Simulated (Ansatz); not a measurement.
**CdSe: vibrations at Γ and dielectric response**

Aim: the dielectric constants and Born charges of CdSe in the database structure, and its zone-centre vibrations.

Program: Ansatz 0.2.0. Linear response, PAW datasets, plane waves. (Simulation; spin polarisation is off.)

### 1 The system as given

The cell was relaxed beforehand with PBEsol.

Space group F-43m (No. 216), cubic; a = 6.082 Å in the conventional setting, 28.13 Å³ an atom. Cd has 4 Se at 2.63 Å; Se has 4 Cd at 2.63 Å.

Coordinates:

```xyz
2
Lattice="0.0000 3.0412 3.0412 3.0412 0.0000 3.0412 3.0412 3.0412 0.0000" Properties=species:S:1:pos:R:3 pbc="T T T"
Cd    0.0000    0.0000    0.0000
Se    4.5617    4.5617    4.5617
```

### 2 Zone-centre modes, PBEsol

Input file input.yaml:

```yaml
crystal:
  lattice:
    - [0.0, 3.0411501084, 3.0411501084]
    - [3.0411501084, 0.0, 3.0411501084]
    - [3.0411501084, 3.0411501084, 0.0]
  atoms:
    - { symbol: Cd, position: [0.0, 0.0, 0.0] }
    - { symbol: Se, position: [0.75, 0.75, 0.75] }
kpoints:
  mp_grid: { grid: [6, 6, 6] }
hamiltonian:
  xc: pbesol
scf:
  occupations: { method: fixed }
phonons:
  method: dfpt
  dielectric: true
  qpoints: [[0, 0, 0]]
  rigid_motions: translations
```

Run with:

```bash
> ansatz run input.yaml --threads 2 --pin off --max-ram 4608MiB --backend cpu --events-out ev --progress --plain --runs-dir out
```

The log of the run:

```text
Warning: RAYON_NUM_THREADS=2 ignored (pool sized by the plan → 2); use --threads N
Engine: ansatz 0.2.0, aarch64-unknown-linux-gnu
Pseudopotentials: kind: paw
Pseudopotential: Cd, paw, valence charge 20, recommended cutoff 420 eV (normal), Cd.paw.azcp
Pseudopotential: Se, paw, valence charge 16, recommended cutoff 420 eV (normal), Se.paw.azcp
Functional definition: PBEsol
  exchange = pbesol_x
  correlation = pbesol_c
Crystal: 2 atoms, lattice volume = 56.253 Å³
Basis set: ecut = 420 eV, 1067 PW (Γ), exchange–correlation on 60×60×60 points (8 copies of the dense FFT grid, shifted against one another)
Bands: 22, of which v1, the nominal top of the filled ones, is band 18 counted from 1 (17 counted from 0)
Symmetry: 24 space group operations
k-points: 46 of 216 (irreducible under 4 space group operations, time reversal used)
Non-local potential: Cd, projectors of the file, l = 0: 3, l = 1: 2, l = 2: 2, l = 3: 1
Non-local potential: Se, projectors of the file, l = 0: 2, l = 1: 2, l = 2: 3, l = 3: 1
PAW form: soft (Blöchl's): semilocal exchange-correlation on the pseudo side does not see the compensation charge
PAW frozen core: Cd, regenerated for the run's functional, and the local potential with it (the file was generated under x = pbe(κ = 0.804, μ = 0.2195149727645171), c = pbe(β = 0.06672455060314922))
PAW frozen core: Se, regenerated for the run's functional, and the local potential with it (the file was generated under x = pbe(κ = 0.804, μ = 0.2195149727645171), c = pbe(β = 0.06672455060314922))
PAW one-centre angular grid: Cd, 590 points (default); XC on 64 Gauss nodes
PAW one-centre angular grid: Se, 590 points (default); XC on 64 Gauss nodes
Initial density: superposition of atomic densities (neutral atoms: chi_scale 0, normalization atom), corrected by the library's trained network
Initial wavefunctions: pseudopotential atomic-orbital guess
Functional: x = pbesol(κ = 0.804, μ = 0.12345679012345678), c = pbesol(β = 0.046)
SCF iter   1: F=—  HF=-13609.407925 eV  |F-HF|=—  |Δ(HF+E_count)|=         —  Δρ=4.23e-3  dr2=1.21e-2  ethr=1.77e-3  ⟨swp⟩=4.8  Hψ=3742  notcnv=0  defer=85
preconditioner: auto → none  [insulator: Δε(μ)=0.438 eV  Ē_g=12.013 eV  n_scr=14 (ndim 8)  ℏωp=21.0 eV  f_vac=0.202  ε∞_Penn≈4.1]
SCF iter   2: F=—  HF=-13609.404583 eV  |F-HF|=—  |Δ(HF+E_count)|=   3.34e-3  Δρ=1.04e-3  dr2=2.60e-4  ethr=3.35e-5  ⟨swp⟩=2.0  Hψ=1894  notcnv=0  defer=84
SCF iter   3: F=—  HF=-13609.404616 eV  |F-HF|=—  |Δ(HF+E_count)|=   3.30e-5  Δρ=4.71e-4  dr2=6.90e-5  ethr=7.23e-7  ⟨swp⟩=2.0  Hψ=1768  notcnv=0  defer=86
SCF iter   4: F=—  HF=-13609.404654 eV  |F-HF|=—  |Δ(HF+E_count)|=   3.83e-5  Δρ=2.10e-4  dr2=2.11e-5  ethr=1.92e-7  ⟨swp⟩=2.5  Hψ=1337  notcnv=0  defer=11
SCF iter   5: F=—  HF=-13609.404647 eV  |F-HF|=—  |Δ(HF+E_count)|=   6.89e-6  Δρ=4.49e-5  dr2=7.99e-7  ethr=5.85e-8  ⟨swp⟩=2.2  Hψ=1234  notcnv=0
SCF iter   6: F=—  HF=-13609.404651 eV  |F-HF|=—  |Δ(HF+E_count)|=   3.19e-6  Δρ=7.28e-6  dr2=2.92e-8  ethr=2.22e-9  ⟨swp⟩=2.0  Hψ=1656  notcnv=0
SCF iter   7: F=—  HF=-13609.404651 eV  |F-HF|=—  |Δ(HF+E_count)|=   4.49e-8  Δρ=2.00e-6  dr2=1.46e-9  ethr=8.11e-11  ⟨swp⟩=2.0  Hψ=1656  notcnv=0
SCF iter   8: F=—  HF=-13609.404651 eV  |F-HF|=—  |Δ(HF+E_count)|=  6.24e-10  Δρ=6.39e-7  dr2=1.42e-10  ethr=4.06e-12  ⟨swp⟩=2.0  Hψ=1660  notcnv=0
SCF iter   9: F=-13609.404651 eV  HF=-13609.404651 eV  |F-HF|=3.64e-12  |Δ(HF+E_count)|=  7.46e-11  Δρ=3.46e-8  dr2=4.09e-13  ethr=1.00e-12  ⟨swp⟩=7.6  Hψ=5215  notcnv=0
SCF 1 converged in 9 iterations: F = -13609.404651 eV  dr2 = 4.09e-13
NSCF: frozen V_eff on 2 k-points
DFPT response loops at Γ: preconditioner auto → none (the input reference at scf.mixing.eps_inf says where Resta's filter doesn't serve); β = 0.50; Broyden in place of MSR1
── the response to a field inside a basis, on 8×8×8 k-points: an SCF that follows is theirs, and a resumed run solves both again ──
Bands: 19, of which v1, the nominal top of the filled ones, is band 18 counted from 1 (17 counted from 0)
k-points: 60
Initial density: handed on by an earlier stage of this run
Initial wavefunctions: pseudopotential atomic-orbital guess (no wavefunctions were taken with the density)
Eigensolver: Dense (60 Hₖ)
SCF iter   1: F=—  HF=-13609.406791 eV  |F-HF|=—  |Δ(HF+E_count)|=         —  Δρ=2.81e-4  dr2=4.10e-5  ethr=1.00e-1
preconditioner: auto → none  [insulator: Δε(μ)=0.513 eV  Ē_g=9.703 eV  n_scr=14 (ndim 8)  ℏωp=21.0 eV  f_vac=0.196  ε∞_Penn≈5.7]
SCF iter   2: F=—  HF=-13609.406781 eV  |F-HF|=—  |Δ(HF+E_count)|=   9.53e-6  Δρ=1.13e-4  dr2=2.50e-6  ethr=1.14e-7
SCF iter   3: F=—  HF=-13609.406782 eV  |F-HF|=—  |Δ(HF+E_count)|=   5.47e-7  Δρ=5.15e-5  dr2=6.51e-7  ethr=6.95e-9
SCF iter   4: F=—  HF=-13609.406782 eV  |F-HF|=—  |Δ(HF+E_count)|=   3.70e-7  Δρ=1.53e-5  dr2=1.04e-7  ethr=1.81e-9
SCF iter   5: F=-13609.406782 eV  HF=-13609.406782 eV  |F-HF|=6.62e-10  |Δ(HF+E_count)|=   2.18e-8  Δρ=2.67e-6  dr2=2.03e-9  ethr=2.88e-10
SCF 1 converged in 5 iterations: F = -13609.406782 eV  dr2 = 2.03e-9
DFPT response loops at Γ: mixed as the last ones told, above
WARN: field response: ε∞ stands inside a basis, on 8×8×8 points; the force constants stand on the 6×6×6 k-mesh, whose period is 9.14 times the interband length at k = (0.0000, 0.0000, 0.0000), direct gap 0.478 eV, under 14: take them and everything formed from them as unconverged, and compare with a denser kpoints.mp_grid
SCF converged after 9 iterations
Free energy (F): -13609.404651 eV
Harris-Foulkes:  -13609.404651 eV  (|F-HF|=3.64e-12)
Internal energy: -13609.404651 eV  (E = F + TS)
E sigma→0 (E₀):  -13609.404651 eV
Fermi energy:    7.347752 eV
--- Per-component energies (eV) ---
  E_band       = -894.654969
  E_kinetic    = 623.550075
  E_local      = -6378.716664  (includes V_loc(G=0)·N_el)
  E_nonlocal   = -556.060667
  E_hartree    = 3028.661402
  E_xc         = -278.537476
  E_vxc        = -318.808106  (∫ρ·V_xc dr)
  E_paw        = -5881.833621  (= ΣΔE_a)
  E_vpaw       = -321.941852  (= ΣTr[D̂ρ^β])
  E_aug_tail   = -0.000594  (compensation charges beyond the density's cutoff)
  E_ewald      = -4167.817516
  E_core_change = 1.350410  (= ΣΔE_core)
  E_smearing   = -0.000000  (= −TS)
  E_closure    = -0.000000  (closes the sum)
  Σ components = -13609.404651   (vs F -13609.404651, Δ=0.00e0)
--- Band table (eV; the first three rows and the last of 46) ---
  k-point 0: bands = ["-94.1594", "-55.2588", "-55.2588", "-55.2588", "-39.3752", "-39.3752", "-39.3752", "-39.3718", "-39.3718", "-5.2746", "-0.5639", "-0.5639", "-0.5639", "-0.1829", "-0.1829", "7.3478", "7.3478", "7.3478", "7.8262", "13.2128", "13.2128", "13.2128"]
  k-point 1: bands = ["-94.1594", "-55.2589", "-55.2589", "-55.2589", "-39.3753", "-39.3752", "-39.3752", "-39.3718", "-39.3718", "-5.1808", "-0.5347", "-0.5347", "-0.4773", "-0.1839", "-0.1839", "5.6043", "7.1351", "7.1351", "9.1674", "12.9515", "13.5384", "13.5384"]
  k-point 2: bands = ["-94.1594", "-55.2591", "-55.2589", "-55.2589", "-39.3753", "-39.3752", "-39.3752", "-39.3717", "-39.3717", "-4.9899", "-0.4860", "-0.4860", "-0.1759", "-0.1731", "-0.1731", "3.7842", "6.7600", "6.7600", "9.6554", "13.7850", "13.7850", "13.7873"]
  k-point 45: bands = ["-94.1594", "-55.2591", "-55.2590", "-55.2589", "-39.3753", "-39.3753", "-39.3752", "-39.3717", "-39.3717", "-4.8042", "-0.4095", "-0.3808", "-0.2160", "-0.1724", "0.2457", "3.2723", "4.9908", "5.7732", "11.7099", "12.5522", "13.8280", "15.6862"]
--- Phonons (Γ-DFPT): 2 representative perturbations + reference, on 46 of 216 k-points (Σ response iterations 6) ---
  k mesh reduced under 4 symmetry operations, with k and −k counted as one. Each operation leaves every solved perturbation unchanged. A smaller set is not considered because the run solves the response to a homogeneous field
  ASR residual: 1.182e-4 → 0.000e0 eV/Å²; symmetrization residual: 3.401e-6 eV/Å²
  ASR residual per site (eV/Å²): 1.18e-4 2.00e-5
  Γ frequencies (cm⁻¹): 0.00 0.00 0.00 166.46 166.46 166.46
  ε∞ (high-frequency dielectric tensor):
        8.250878     0.000000    -0.000000
        0.000000     8.250878     0.000000
       -0.000000     0.000000     8.250878
  ε⁰ (static dielectric tensor: ions relaxed, cell fixed):
       11.673044     0.000000    -0.000000
        0.000000    11.673044    -0.000000
       -0.000000    -0.000000    11.673044
  ε⁰ − ε∞ (ionic part):
        3.422166    -0.000000    -0.000000
       -0.000000     3.422166    -0.000000
       -0.000000    -0.000000     3.422166
  softest optical mode at Γ: 166.46 cm⁻¹; the repairs (sum rule, projections) moved no ω² at Γ by more than (0.60 cm⁻¹)²
  Born effective charges Z* (e; rows j = field, columns β = displacement):
    site 0:
         2.24242    0.00000   -0.00000
        -0.00000    2.24242    0.00000
        -0.00000    0.00000    2.24242
    site 1:
        -2.24242   -0.00000    0.00000
         0.00000   -2.24242   -0.00000
         0.00000   -0.00000   -2.24242
  Z* charge neutrality: 1.535e-3 e pre-enforcement
  solved inside a basis spanned on kpoints, on 8×8×8 k-points transformed towards the longest dipole: ε∞ is read to err by 2.4e-2, Z* by 2.2e-2 e (field_mesh: kpoints solves on kpoints); Z* is corrected for what the basis lacks
  optical modes at Γ without the LO–TO term, one row a degenerate level:
      ω (cm⁻¹)  modes    IR ((D/Å)²/amu)
        166.46      3             7.5031
  optical modes at Γ + LO–TO along q̂ = [1.0000, 0.0000, 0.0000]:
      ω (cm⁻¹)  modes    IR ((D/Å)²/amu)
        166.46      2             5.0020
        198.00      1             2.5010
  optical modes at Γ + LO–TO along q̂ = [0.0000, 1.0000, 0.0000]:
      ω (cm⁻¹)  modes    IR ((D/Å)²/amu)
        166.46      2             5.0020
        198.00      1             2.5010
  optical modes at Γ + LO–TO along q̂ = [0.0000, 0.0000, 1.0000]:
      ω (cm⁻¹)  modes    IR ((D/Å)²/amu)
        166.46      2             5.0020
        198.00      1             2.5010
--- Phonons (arbitrary-q DFPT): 1 explicit q-point ---
  q = [0, 0, 0] (of the zone-centre solve; hermiticity 1.44e-6, symmetrization 5.10e-13): -0.00 0.00 0.00 166.46 166.46 166.46
  sum rule: each row above includes the acoustic sum rule's correction from the zone centre's row sums; it moved no ω² by more than (0.53 cm⁻¹)²
```

Run time: 30 s. Hardware: 2 threads of Arm Neoverse V1, shared host; peak memory 0.55 GiB.

The clamped-ion dielectric constant is 8.25. Mean Born charges: Cd +2.24, Se -2.24 e.

The program warns that the k mesh is too coarse for part of the response (see the log: field response or force constants), so values formed from that part, frequencies included, are not converged.

Optical modes without the LO–TO term:

```csv
frequency (cm⁻¹),modes,IR strength ((D/Å)²/amu),IR active
166,3,7.50,yes
```

| IR line (cm⁻¹) | relative intensity |
| --- | --- |
| 166 | 100 |

### 3 Field response with r2SCAN

This run takes the cell relaxed with r2SCAN (a = 6.136 Å).

Input file input.yaml:

```yaml
crystal:
  lattice:
    - [0.0, 3.0678016992, 3.0678016992]
    - [3.0678016992, 0.0, 3.0678016992]
    - [3.0678016992, 3.0678016992, 0.0]
  atoms:
    - { symbol: Cd, position: [0.0, 0.0, 0.0] }
    - { symbol: Se, position: [0.75, 0.75, 0.75] }
kpoints:
  mp_grid: { grid: [6, 6, 6] }
hamiltonian:
  xc: r2scan
scf:
  occupations: { method: fixed }
dielectric: {}
```

Run with:

```bash
> ansatz run input.yaml --threads 2 --pin off --max-ram 4608MiB --backend cpu --events-out ev --progress --plain --runs-dir out
```

The log of the run, cut to the lines that bear on the results:

```text
Warning: RAYON_NUM_THREADS=2 ignored (pool sized by the plan → 2); use --threads N
[...]
Pseudopotentials: kind: paw
Pseudopotential: Cd, paw, valence charge 20, recommended cutoff 500 eV (meta_gga), Cd.paw.azcp
Pseudopotential: Se, paw, valence charge 16, recommended cutoff 500 eV (meta_gga), Se.paw.azcp
Functional definition: r2SCAN
[...]
Crystal: 2 atoms, lattice volume = 57.745 Å³
Basis set: ecut = 500 eV, 1459 PW (Γ), exchange–correlation on 128×128×128 points (64 copies of the dense FFT grid, shifted against one another)
Bands: 22, of which v1, the nominal top of the filled ones, is band 18 counted from 1 (17 counted from 0)
Symmetry: 24 space group operations
k-points: 46 of 216 (irreducible under 4 space group operations, time reversal used)
[...]
E sigma→0 (E₀):  -13747.833279 eV
Fermi energy:    6.808478 eV
[...]
--- Band table (eV; the first three rows and the last of 46) ---
[... band rows left out ...]
[...]
--- Dielectric response (ions clamped): 3 representative field directions + reference, inside a basis on a mesh of 512 k-points (Σ response iterations 15) ---
  ε∞ (high-frequency dielectric tensor):
        6.565379    -0.000000    -0.000000
       -0.000000     6.565379     0.000000
       -0.000000     0.000000     6.565379
  Born effective charges Z* (e; rows j = field, columns β = displacement):
    site 0:
         2.26138    0.00000    0.00000
         0.00000    2.26138    0.00000
         0.00000    0.00000    2.26138
    site 1:
        -2.26138   -0.00000   -0.00000
        -0.00000   -2.26138   -0.00000
        -0.00000   -0.00000   -2.26138
  Z* charge neutrality: 2.231e-3 e pre-enforcement
  solved inside a basis spanned on kpoints, on 8×8×8 k-points transformed towards the longest dipole: ε∞ is read to err by 2.0e-2, Z* by 2.2e-2 e (field_mesh: kpoints solves on kpoints); Z* is corrected for what the basis lacks
```

It took 75 s on 2 threads of Arm Neoverse V1, shared host; peak memory 0.93 GiB.

The clamped-ion dielectric constant is 6.57. Mean Born charges: Cd +2.26, Se -2.26 e.

### 4 Dielectric tensor and Born charges, PBE

input.yaml: that of step 3 with these lines changed.

```diff
@@ -11,3 +11,3 @@
 hamiltonian:
-  xc: r2scan
+  xc: pbe
 scf:
```

Run with:

```bash
> ansatz run input.yaml --threads 2 --pin off --max-ram 4608MiB --backend cpu --events-out ev --progress --plain --runs-dir out
```

The log of the run, cut to the lines that bear on the results:

```text
Warning: RAYON_NUM_THREADS=2 ignored (pool sized by the plan → 2); use --threads N
[...]
Pseudopotentials: kind: paw
Pseudopotential: Cd, paw, valence charge 20, recommended cutoff 420 eV (normal), Cd.paw.azcp
Pseudopotential: Se, paw, valence charge 16, recommended cutoff 420 eV (normal), Se.paw.azcp
Functional definition: PBE
[...]
Crystal: 2 atoms, lattice volume = 57.745 Å³
Basis set: ecut = 420 eV, 1139 PW (Γ), exchange–correlation on 60×60×60 points (8 copies of the dense FFT grid, shifted against one another)
Bands: 22, of which v1, the nominal top of the filled ones, is band 18 counted from 1 (17 counted from 0)
Symmetry: 24 space group operations
k-points: 46 of 216 (irreducible under 4 space group operations, time reversal used)
[...]
SCF iter   1: F=—  HF=-13724.784384 eV  |F-HF|=—  |Δ(HF+E_count)|=         —  Δρ=9.24e-4  dr2=1.05e-3  ethr=1.77e-3  ⟨swp⟩=4.8  Hψ=3741  notcnv=0  defer=85
[...]
E sigma→0 (E₀):  -13724.784955 eV
Fermi energy:    7.107978 eV
[...]
--- Band table (eV; the first three rows and the last of 46) ---
[... band rows left out ...]
[...]
--- Dielectric response (ions clamped): 3 representative field directions + reference, inside a basis on a mesh of 512 k-points (Σ response iterations 15) ---
  ε∞ (high-frequency dielectric tensor):
        7.899629     0.000000    -0.000000
        0.000000     7.899629     0.000000
       -0.000000     0.000000     7.899629
  Born effective charges Z* (e; rows j = field, columns β = displacement):
    site 0:
         2.27590    0.00000    0.00000
         0.00000    2.27590    0.00000
        -0.00000    0.00000    2.27590
    site 1:
        -2.27590   -0.00000   -0.00000
        -0.00000   -2.27590   -0.00000
         0.00000   -0.00000   -2.27590
  Z* charge neutrality: 1.706e-3 e pre-enforcement
  solved inside a basis spanned on kpoints, on 8×8×8 k-points transformed towards the longest dipole: ε∞ is read to err by 2.3e-2, Z* by 2.2e-2 e (field_mesh: kpoints solves on kpoints); Z* is corrected for what the basis lacks
```

Wall time 26 s (2 threads of Arm Neoverse V1, shared host); peak memory 0.55 GiB.

ε∞ along the axes: 7.90. Mean Born charges: Cd +2.28, Se -2.28 e.

### 5 Outcome

| quantity | value |
| --- | --- |
| ε∞, PBEsol at the PBEsol cell | 8.25 |
| ε∞, r2SCAN at the r2SCAN cell | 6.57 |
| ε∞, PBE at the r2SCAN cell | 7.90 |
| Born charges (mean of the diagonal), PBE | Cd +2.28, Se -2.28 e |
| optical modes | 166 cm⁻¹ |
| highest mode with the LO–TO term | 198 cm⁻¹ |
| static dielectric constant | 11.7 |

In words: A mean ε∞ of 7.9 (PBE) means a refractive index near 2.81 below the gap. PBE screens more (7.90 for PBE, 6.57 for r2SCAN), in step with its smaller gap on the mesh (0.55 and 1.04 eV). The ions raise the dielectric constant from 8.3 to 11.7. No mode at Γ is imaginary; other wave vectors weren't computed.

These are semilocal Kohn-Sham gaps, which aren't the measured quantity. Such gaps usually fall short of the measured ones.
